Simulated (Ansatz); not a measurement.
Zincblende InAs: a single-point calculation in the plane-wave code Ansatz (r2SCAN). The cell was relaxed with r2SCAN and then strained (isotropic +1.5 % on every length), with the atoms relaxed again with r2SCAN; k points keep the names of the unstrained zone.

```yaml
crystal:
  lattice:
    - [0.0, 3.1004093258, 3.1004093258]
    - [3.1004093258, 0.0, 3.1004093258]
    - [3.1004093258, 3.1004093258, 0.0]
  atoms:
    - { symbol: In, position: [0.0, 0.0, 0.0] }
    - { symbol: As, position: [0.25, 0.25, 0.25] }
kpoints:
  mp_grid: { grid: [8, 8, 8] }
  band_path:
    path:
      - [0.0, 0.0, 0.0]
      - [-0.5, -0.5, 0.0]
      - [-0.375, -0.375, 0.25]
      - [-0.375, 0.0, 0.375]
      - [0.0, 0.0, 0.5]
      - [-0.5, -0.25, 0.25]
    npoints: 1
hamiltonian:
  xc: r2scan
scf:
  occupations: { method: fermi_dirac, width: 0.02 }
  n_extra_bands: 4
output:
  forces: true
  stress: true
  eigenvalues: true
```

In the abridged output below, numbers in square brackets stand for lines, or ends of lines, that were taken out.
```
Functional definition: r2SCAN
Crystal: 2 atoms, lattice volume = 59.606 Å³
Basis set: ecut = 500 eV, 1459 PW (Γ)
Bands: 18, of which v1, the nominal top of the filled ones, is band 14 counted from 1 (13 counted from 0)
[1]
SCF converged after 6 iterations
Free energy (F): -10477.157013 eV
Internal energy: -10477.156863 eV  (E = F + TS)
E sigma→0 (E₀):  -10477.156938 eV
Entropy (-TS):   -0.000150 eV (-0.075 meV/atom)
[2]
--- Stress (GPa, compression-positive) ---
[3]
--- Band table (eV; the first three rows and the last of 29) ---
[4]
```

The rows of the band table are 0: (0, 0, 0) = Γ, 1: (0, 0, 1/8), 2: (0, 0, 1/4), 28: (1/4, -1/2, -1/4) = W.

Q: What stood in the gaps? They hold the Fermi energy and the band table, the stress, the symmetry found.

A:
```
[1]
Symmetry: 24 space group operations
Space group: F-43m (ITA 216)
[2]
Fermi energy:    6.657086 eV
[3]
       -2.286666       0.000000       0.000000
        0.000000      -2.286666       0.000000
        0.000000       0.000000      -2.286666
  P = ⅓ Tr σ = -2.2867 GPa (-22.867 kbar)
[4]
  k-point 0: bands = […, -8.0139, -8.0139, -5.1778, 6.4820, 6.6432, 6.6432, 6.6432, 10.8776, 10.8776, 10.8776]
  k-point 1: bands = […, -8.0139, -8.0139, -5.0300, 4.8152, 6.4715, 6.4715, 7.8061, 10.9801, 11.1398, 11.1398]
  k-point 2: bands = […, -8.0127, -8.0127, -4.6277, 3.0741, 6.1253, 6.1253, 8.0419, 11.5609, 11.5609, 11.9844]
  k-point 28: bands = […, -8.0256, -8.0066, -3.3424, 1.1634, 3.9189, 4.0289, 10.9023, 11.2009, 11.9214, 13.1010]
```
The trailing digits, and the zero of the energies, depend on the potentials and thresholds.

Command: `ansatz run input.yaml --threads 4 --pin off --max-ram 4608MiB --backend cpu --events-out ev --progress --plain --runs-dir out`. It took 4.8 s on 4 threads of Intel(R) Xeon(R) Processor @ 2.50GHz (Skylake/Cascade Lake), with other jobs on the host; peak host memory 0.53 GiB.

Spin-unpolarised throughout; all numbers are computed.

Spin-orbit coupling is left out, which matters wherever the heavy atoms make up the band edges.
